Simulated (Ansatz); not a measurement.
Crystal: Ti.

```
Ti
1.0
    -1.64100    1.64100    1.64100
     1.64100   -1.64100    1.64100
     1.64100    1.64100   -1.64100
Ti
1
Direct
  0.00000 0.00000 0.00000
```

This isn't the form of Ti at room conditions, which is hcp.

* Program: Ansatz 0.2.0
* Task: relaxation of cell and atoms
* Functional: BLYP
* Dispersion: D3(BJ)
* Potentials or basis: Ansatz PAW
* Cutoff: 420 eV (not typed: the program's choice for these potentials)
* k mesh: 11 × 11 × 11
* Occupations: fermi-dirac, width 0.05 eV
* Spin: no spin polarisation

At the start: volume 17.68 Å³/atom.

**Question.** Where does the relaxation end?

**Answer.** It ends after 5 steps and the volume is 15.32 Å³/atom (-13.3 %); space group Im-3m (No. 229, to 0.05 Å).

Step by step:
```csv
step,energy change (eV),largest force (eV/Å),volume (Å³)
1,0.0000,0.0000,17.68
2,-0.1113,0.0000,15.21
3,-0.1116,0.0000,15.34
4,-0.1116,0.0000,15.32
5,-0.1113,0.0000,15.32
```

Final structure:
```xyz
1
Lattice="-1.5645 1.5645 1.5645 1.5645 -1.5645 1.5645 1.5645 1.5645 -1.5645" Properties=species:S:1:pos:R:3 pbc="T T T"
Ti    0.0000    0.0000    0.0000
```

Caveat: the plane-wave basis is chosen anew once the cell has moved, so the energies of steps on either side of that aren't comparable; the volume moved by -13 % from the deposited cell, more than functionals usually miss; the PAW data sets come from PBE, with cores solved anew for the run's functional, which leaves a small shift of forces and pressure.
